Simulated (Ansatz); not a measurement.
Is this Sn2Se stable against decomposition?

Level of theory: DFT PBE, scalar-relativistic, plane waves, PAW in Ansatz. Settings: cutoff 420 eV, Γ-centred meshes spaced at most about 0.3 Å⁻¹, and about 0.25 Å⁻¹ or finer for metals (2π included), Gaussian smearing. No spin polarisation.

Energies over the elements count from the elements' standard structures at the same level, with no fitted energy shifts. The references include grey tin.

These are static total energies at zero pressure. Weakly bound directions are ill-defined at this level, which has no dispersion term (SnSe Pnma). The reference form of Se is held partly by dispersion forces, which this level lacks.

The competitors are the elements and 2 reference phases of this chemical system (from databases or known types: SnSe, SnSe2), relaxed at the same level; other known phases may be missing.

The candidate was reached from: random cell.

```xyz
3
Lattice="0.0000 3.5874 3.5874 3.5874 0.0000 3.5874 3.5874 3.5874 0.0000" Properties=species:S:1:pos:R:3 pbc="T T T"
Sn    1.7937    1.7937    1.7937
Sn    5.3810    5.3810    5.3810
Se    3.5874    3.5874    3.5874
```

The lowest competing mixture at this composition:

```csv
phase,space group,source,share of atoms,ΔE_f (eV/atom)
Sn,-,element,0.3333,0.000
SnSe,Pnma (No. 62),Materials Project,0.6667,-0.438
```

Question: What are the hull's energy here, the candidate's formation energy and its margin?

Answer: The hull lies at -0.292 eV/atom, the weighted sum of the last column. The candidate has 0.191 eV/atom, which is 0.48 eV/atom above it. The candidate matches no cell in the subsets of the Crystallography Open Database and the Materials Project at hand. A phase this far over the hull is unlikely to be made. It has the anti-fluorite type.
